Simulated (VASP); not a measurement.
# WS (Pm-3m) in VASP: equation of state

Aim: energy against volume of WS in PBE, for its equilibrium volume and stiffness.

Everything below comes from runs of VASP 6.6.1. Logs are shortened: lines on timing, memory, paths and dates and some standing lists are left out, and cuts for length are marked.

**1. The crystal as given**

It takes space group Pm-3m (No. 221, cubic). The conventional cell has a = 3.008 Å, b = 3.008 Å, c = 3.008 Å, α = 90.00°, β = 90.00°, γ = 90.00°. Around W (site symmetry m-3m) lie 8 S at 2.60 Å. S (site symmetry m-3m) is surrounded by 8 W at 2.60 Å.

The cell was built by a generator and needn't be a form met in nature.

**2. Equation of state, PBE, 12.79 Å³/atom (volume scaled by 0.94)**

INCAR reads:

```
PREC = Accurate
ENCUT = 520
EDIFF = 1E-7
ISMEAR = -1
SIGMA = 0.05
LREAL = False
LASPH = True
NELM = 60
ALGO = Normal
ISIF = 2
LWAVE = False
LCHARG = False
GGA = PE
NBANDS = 17
```

KPOINTS reads:

```
regular mesh
0
Gamma
  9 9 9
```

POSCAR reads:

```
WS
1.0
    2.9464872605      0.0000000000      0.0000000000
    0.0000000000      2.9464872605      0.0000000000
    0.0000000000      0.0000000000      2.9464872605
W S
1 1
Direct
    0.5000000000      0.5000000000      0.5000000000
    0.0000000000      0.0000000000      0.0000000000
```

Potentials or basis: VASP PAW PBE potentials, release 64 (W_sv, S).

Command:

```console
> cat potpaw_PBE.64/W_sv/POTCAR potpaw_PBE.64/S/POTCAR > POTCAR
> mpirun -np 1 vasp_std > vasp.out
```

OUTCAR:

```text
PREC = Accurate
   ENCUT = 520
   EDIFF = 1E-7
   ISMEAR = -1
   LREAL = False
   LASPH = True
   NELM = 60
   ISIF = 2
   GGA = PE

 Found     35 irreducible k-points:

 Following reciprocal coordinates:
            Coordinates               Weight
  0.000000  0.000000  0.000000      1.000000
  0.111111  0.000000  0.000000      6.000000
  0.222222  0.000000  0.000000      6.000000
  0.333333  0.000000  0.000000      6.000000
  0.444444  0.000000  0.000000      6.000000
  0.111111  0.111111  0.000000     12.000000
   k-points           NKPTS =     35   k-points in BZ     NKDIM =     35   number of bands    NBANDS=     17
   number of dos      NEDOS =    301   number of ions     NIONS =      2
   total plane-waves  NPLWV =  13824
   dimension x,y,z NGX =    24 NGY =   24 NGZ =   24
   dimension x,y,z NGXF=    48 NGYF=   48 NGZF=   48
   ions per type =               1   1
   NGX,Y,Z   is equivalent  to a cutoff of  13.54, 13.54, 13.54 a.u.
   NGXF,Y,Z  is equivalent  to a cutoff of  27.08, 27.08, 27.08 a.u.
 SYSTEM =  unknown system
   PREC   = accura    normal or accurate (medium, high low for compatibility)
   ISTART =      0    job   : 0-new  1-cont  2-samecut
   ICHARG =      2    charge: 1-file 2-atom 10-const
   ISPIN  =      1    spin polarized calculation?
   LNONCOLLINEAR =      F non collinear calculations
   LSORBIT =      F    spin-orbit coupling
   LASPH  =      T    aspherical Exc in radial PAW
   ENCUT  =  520.0 eV  38.22 Ry    6.18 a.u.   5.48  5.48  5.48*2*pi/ulx,y,z
   NELM   =     60;   NELMIN=  2; NELMDL= -5     # of ELM steps
   EDIFF  = 0.1E-06   stopping-criterion for ELM
   LREAL  =      F    real-space projection
   EDIFFG = 0.1E-05   stopping-criterion for IOM
   NSW    =      0    number of steps for IOM
   IBRION =     -1    ionic relax: 0-MD 1-quasi-New 2-CG
   NFREE  =      0    steps in history (QN), initial steepest desc. (CG)
   ISIF   =      2    stress and relaxation
   ISYM   =      2    0-nonsym 1-usesym 2-fastsym
   POTIM  = 0.5000    time-step for ionic-motion
   TEBEG  =    0.0;   TEEND  =   0.0 temperature during run
   PSTRESS=    0.0 pullay stress
   NELECT =      20.0000    total number of electrons
   NUPDOWN=      -1.0000    fix difference up-down
   EMIN   =  10.00;   EMAX   =-10.00  energy-range for DOS
   EFERMI =   0.00;   METHOD = LEGACY
   ISMEAR =    -1;   SIGMA  =   0.05  broadening in eV -4-tet -1-fermi 0-gaus
   EFERMI_NEDOS =   21; number of points for ismear=-14 and -15
   IALGO  =     38    algorithm
   IMIX   =      4    mixing-type and parameters
     AMIX     =   0.40;   BMIX     =  1.00
     AMIX_MAG =   1.60;   BMIX_MAG =  1.00
  volume/ion in A,a.u.               =      12.79        86.31
  Fermi-wavevector in a.u.,A,eV,Ry     =   1.508158  2.850006 30.947015  2.274541
  Thomas-Fermi vector in A             =   2.618649
   LORBIT       =      0    0 simple, 1 ext, 2 COOP (PROOUT), +10 PAW based schemes
   GGA     = PE    functional components
   LHFCALC =     F    Hartree Fock is set to
   AEXX    =    0.0000 exact exchange contribution
   IVDW    =     0    specifies the selected vdW correction
   LEPSILON=     F    determine dielectric tensor
   LRPA    =     F    only Hartree local field effects (RPA)
 non-spin polarized calculation
  energy-cutoff  :      520.00
  volume of cell :       25.58
 maximum number of plane-waves:       739
 NGX is ok and might be reduce to    24
   NGX = 11   NGY = 11   NGZ = 11

 number of electron      20.0000007 magnetization

 Free energy of the ion-electron system (eV)
  ---------------------------------------------------
  ext. energy  EPLUGINS =         0.00000000
  ---------------------------------------------------
  free energy    TOTEN  =       -16.52151818 eV

  energy without entropy =      -16.50748956  energy(sigma->0) =      -16.51450387

 E-fermi :  13.6238     XC(G=0): -13.5934

 val. band max:       13.6125424288   @ k =   0.4444   0.2222   0.2222
 cond. band min:      13.6430160611   @ k =   0.4444   0.4444   0.2222
 fundamental gap:      0.0304736323
 Fermi energy:        13.6237980307

 k-point     1 :       0.0000    0.0000    0.0000
  band No.  band energies     occupation
      1     -60.7133      2.00000
      2     -24.8093      2.00000
      3     -24.8093      2.00000
      4     -24.8093      2.00000
      5      -4.5289      2.00000
      6       8.6440      2.00000
[... 9 lines left out ...]
     16      23.4211      0.00000
     17      31.1117      0.00000

 k-point     2 :       0.1111    0.0000    0.0000
  band No.  band energies     occupation
      1     -60.7103      2.00000
      2     -24.8729      2.00000
      3     -24.8035      2.00000
      4     -24.8035      2.00000
      5      -4.3104      2.00000
      6       7.9198      2.00000
[... 9 lines left out ...]
     16      23.8931      0.00000
     17      28.8741      0.00000

 k-point     3 :       0.2222    0.0000    0.0000
  band No.  band energies     occupation
      1     -60.7028      2.00000
      2     -25.0313      2.00000
      3     -24.7888      2.00000
      4     -24.7888      2.00000
      5      -3.6960      2.00000
      6       6.1524      2.00000
[... 9 lines left out ...]
     16      25.2828      0.00000
     17      26.2059      0.00000

 k-point     4 :       0.3333    0.0000    0.0000
  band No.  band energies     occupation
      1     -60.6944      2.00000
      2     -25.2065      2.00000
      3     -24.7720      2.00000
      4     -24.7720      2.00000
      5      -2.8197      2.00000
      6       4.2709      2.00000
[... 9 lines left out ...]
     16      23.8575      0.00000
     17      23.8575      0.00000

 k-point     5 :       0.4444    0.0000    0.0000
  band No.  band energies     occupation
      1     -60.6890      2.00000
      2     -25.3183      2.00000
      3     -24.7610      2.00000
      4     -24.7610      2.00000
      5      -2.0246      2.00000
      6       2.9336      2.00000
[... 9 lines left out ...]
     16      22.1339      0.00000
     17      22.1339      0.00000

 k-point     6 :       0.1111    0.1111    0.0000
  band No.  band energies     occupation
      1     -60.7074      2.00000
      2     -24.8714      2.00000
      3     -24.8617      2.00000
      4     -24.7977      2.00000
      5      -4.1030      2.00000
      6       7.9993      2.00000
[... 9 lines left out ...]
     16      23.5989      0.00000
     17      27.5566      0.00000

 [... further k-points ...]

------------------------ aborting loop because EDIFF is reached ----------------------------------------

  FORCE on cell =-STRESS in cart. coord.  units (eV):
  Direction    XX          YY          ZZ          XY          YZ          ZX
  --------------------------------------------------------------------------------------
  -------------------------------------------------------------------------------------
  Total        2.9330719      2.9330719      2.9330719      0.0000000      0.0000000     -0.0000000
  in kB      183.7044154    183.7044154    183.7044154      0.0000000      0.0000000     -0.0000000
  external PRESSURE =     183.7044154 kB  Pullay stress =       0.0000000 kB

 VOLUME and BASIS-vectors are now :
 -----------------------------------------------------------------------------
  energy-cutoff  :      520.00
  volume of cell :       25.58
      direct lattice vectors                 reciprocal lattice vectors
     2.946487261  0.000000000  0.000000000     0.339387179  0.000000000  0.000000000
     0.000000000  2.946487261  0.000000000     0.000000000  0.339387179  0.000000000
     0.000000000  0.000000000  2.946487261     0.000000000  0.000000000  0.339387179

 POSITION                                       TOTAL-FORCE (eV/Angst)
 -----------------------------------------------------------------------------------
      1.47324      1.47324      1.47324         0.000000      0.000000      0.000000
      0.00000      0.00000      0.00000         0.000000      0.000000      0.000000
 -----------------------------------------------------------------------------------
    total drift:                                0.000000     -0.000000     -0.000000

  FREE ENERGIE OF THE ION-ELECTRON SYSTEM (eV)
  ---------------------------------------------------
  free  energy   TOTEN  =       -16.5215181776 eV

  energy  without entropy=      -16.5074895621  energy(sigma->0) =      -16.51450387
```

Wall time 7.6 s (1 thread of AMD EPYC 9R45 (Zen 5), shared host); peak memory 0.12 GiB.

Results:

| Property | Result |
| --- | --- |
| Free energy | -16.5215 eV |
| Pressure | 18.4 GPa |
| Band gap on the k mesh | none (metal or under the smearing width) |

**3. Equation of state, PBE, 13.06 Å³/atom (volume scaled by 0.96)**

INCAR reads:

```
PREC = Accurate
ENCUT = 520
EDIFF = 1E-7
ISMEAR = -1
SIGMA = 0.05
LREAL = F
LASPH = T
NELM = 80
ALGO = Normal
ISIF = 2
LWAVE = F
LCHARG = F
GGA = PE
NBANDS = 17
```

KPOINTS reads:

```
Automatic mesh
0
Gamma
  9 9 9
```

POSCAR reads:

```
WS
1.0
    2.9672378545      0.0000000000      0.0000000000
    0.0000000000      2.9672378545      0.0000000000
    0.0000000000      0.0000000000      2.9672378545
W S
1 1
Direct
    0.5000000000      0.5000000000      0.5000000000
    0.0000000000      0.0000000000      0.0000000000
```

Potentials or basis: VASP PAW PBE potentials, release 64 (W_sv, S).

Command:

```console
> cat potpaw_PBE.64/W_sv/POTCAR potpaw_PBE.64/S/POTCAR > POTCAR
> mpirun -np 1 vasp_std > vasp.out
```

It took 7.6 s on 1 thread of AMD EPYC 9R45 (Zen 5), shared host; peak memory 0.12 GiB.

Results (log left out):

```
Free energy            : -16.5729 eV
Pressure               : 11.8 GPa
Band gap on the k mesh : none (metal or under the smearing width)
```

**4. Equation of state, PBE, 13.33 Å³/atom (volume scaled by 0.98)**

INCAR reads:

```
SYSTEM = WS
PREC = Accurate
ENCUT = 520
EDIFF = 1E-7
ISMEAR = -1
SIGMA = 0.05
LREAL = .False.
LASPH = .True.
NELM = 100
ALGO = Normal
ISIF = 2
LWAVE = .False.
LCHARG = .False.
GGA = PE
NBANDS = 17
```

KPOINTS reads:

```
Automatic mesh
0
Gamma
  9 9 9
  0 0 0
```

POSCAR reads:

```
WS
1.0
    2.9877022105      0.0000000000      0.0000000000
    0.0000000000      2.9877022105      0.0000000000
    0.0000000000      0.0000000000      2.9877022105
W S
1 1
Direct
    0.5000000000      0.5000000000      0.5000000000
    0.0000000000      0.0000000000      0.0000000000
```

Command:

```console
> cat potpaw_PBE.64/W_sv/POTCAR potpaw_PBE.64/S/POTCAR > POTCAR
> mpirun -np 1 vasp_std > vasp.out
```

Run time: 8 s. Hardware: 1 thread of AMD EPYC 9R45 (Zen 5), shared host; peak memory 0.12 GiB.

Results (log left out):

```yaml
Free_energy: -16.6033 eV
Pressure: 6.0 GPa
Band_gap_on_the_k_mesh: none (metal or under the smearing width)
```

**5. Equation of state, PBE, 13.88 Å³/atom (volume scaled by 1.02)**

INCAR reads:

```
SYSTEM = WS
PREC     = Accurate       ! precision mode
ENCUT    = 520            ! plane-wave cutoff, eV
EDIFF    = 1E-7           ! SCF threshold, eV
ISMEAR   = -1             ! smearing method
SIGMA    = 0.05           ! smearing width, eV
LREAL    = .FALSE.        ! projectors in reciprocal space
LASPH    = .TRUE.         ! aspherical terms in the spheres
NELM     = 60             ! most SCF steps
ALGO     = Normal         ! electronic algorithm
ISIF     = 2              ! what is computed and relaxed
LWAVE    = .FALSE.        ! write WAVECAR
LCHARG   = .FALSE.        ! write CHGCAR
GGA      = PE             ! functional
NBANDS   = 17             ! bands
```

KPOINTS reads:

```
regular mesh
0
G
  9 9 9
  0 0 0
```

POSCAR reads:

```
WS
1.0
    3.0278103819      0.0000000000      0.0000000000
    0.0000000000      3.0278103819      0.0000000000
    0.0000000000      0.0000000000      3.0278103819
W S
1 1
Direct
    0.5000000000      0.5000000000      0.5000000000
    0.0000000000      0.0000000000      0.0000000000
```

Command:

```console
> cat potpaw_PBE.64/W_sv/POTCAR potpaw_PBE.64/S/POTCAR > POTCAR
> mpirun -np 1 vasp_std > vasp.out
```

Wall time 7.9 s (1 thread of AMD EPYC 9R45 (Zen 5), shared host); peak memory 0.11 GiB.

Results (log left out):

| Item | Value |
| --- | --- |
| Free energy | -16.6098 eV |
| Pressure | -3.9 GPa |
| Band gap on the k mesh | none (metal or under the smearing width) |

**6. Equation of state, PBE, 14.15 Å³/atom (volume scaled by 1.04)**

INCAR reads:

```
SYSTEM = WS
PREC = Accurate
ENCUT = 520
EDIFF = 1E-7
ISMEAR = -1
SIGMA = 0.05
LREAL = .False.
LASPH = .True.
NELM = 60
ALGO = Normal
ISIF = 2
LWAVE = .False.
LCHARG = .False.
GGA = PE
NBANDS = 17
```

KPOINTS reads:

```
Automatic mesh
0
Gamma
  9 9 9
  0 0 0
```

POSCAR reads:

```
WS
1.0
    3.0474720392      0.0000000000      0.0000000000
    0.0000000000      3.0474720392      0.0000000000
    0.0000000000      0.0000000000      3.0474720392
W S
1 1
Direct
    0.5000000000      0.5000000000      0.5000000000
    0.0000000000      0.0000000000      0.0000000000
```

Potentials or basis: VASP PAW PBE potentials, release 64 (W_sv, S).

Command:

```console
> cat potpaw_PBE.64/W_sv/POTCAR potpaw_PBE.64/S/POTCAR > POTCAR
> mpirun -np 1 vasp_std > vasp.out
```

Wall time 7.5 s (1 thread of AMD EPYC 9R45 (Zen 5), shared host); peak memory 0.12 GiB.

The run converged. Its results:

```yaml
Free_energy: -16.5897 eV
Pressure: -8.0 GPa
Band_gap_on_the_k_mesh: none (metal or under the smearing width)
```

**7. Equation of state, PBE, 14.42 Å³/atom (volume scaled by 1.06)**

INCAR reads:

```
SYSTEM = WS
PREC     = Accurate       ! precision mode
ENCUT    = 520            ! plane-wave cutoff, eV
EDIFF    = 1E-7           ! SCF threshold, eV
ISMEAR   = -1             ! smearing method
SIGMA    = 0.05           ! smearing width, eV
LREAL    = .False.        ! projectors in reciprocal space
LASPH    = .True.         ! aspherical terms in the spheres
NELM     = 80             ! most SCF steps
ALGO     = Normal         ! electronic algorithm
ISIF     = 2              ! what is computed and relaxed
LWAVE    = .False.        ! write WAVECAR
LCHARG   = .False.        ! write CHGCAR
GGA      = PE             ! functional
NBANDS   = 17             ! bands
```

KPOINTS is that of step 6.

POSCAR reads:

```
WS
1.0
    3.0668832124      0.0000000000      0.0000000000
    0.0000000000      3.0668832124      0.0000000000
    0.0000000000      0.0000000000      3.0668832124
W S
1 1
Direct
    0.5000000000      0.5000000000      0.5000000000
    0.0000000000      0.0000000000      0.0000000000
```

Command:

```console
> cat potpaw_PBE.64/W_sv/POTCAR potpaw_PBE.64/S/POTCAR > POTCAR
> mpirun -np 1 vasp_std > vasp.out
```

Run time: 7.3 s. Hardware: 1 thread of AMD EPYC 9R45 (Zen 5), shared host; peak memory 0.12 GiB.

It converged, with:

| Item | Value |
| --- | --- |
| Free energy | -16.5562 eV |
| Pressure | -11.7 GPa |
| Band gap on the k mesh | none (metal or under the smearing width) |

**8. Equation of state, PBE**

This step only gathers the single runs of the series.

What came out:

```yaml
Equilibrium_volume: 13.65 Å³/atom
Bulk_modulus: 242 GPa
Pressure_derivative_of_the_bulk_modulus: 4.7
```

Energy against volume, from the lowest point:
```tsv
volume (Å³/atom)	energy (meV/atom)
12.790	46.71
13.063	21.01
13.335	5.82
13.607	0.00
13.879	2.57
14.151	12.63
14.423	29.35
```

The run has no spin-orbit coupling, so splittings on W are missing.
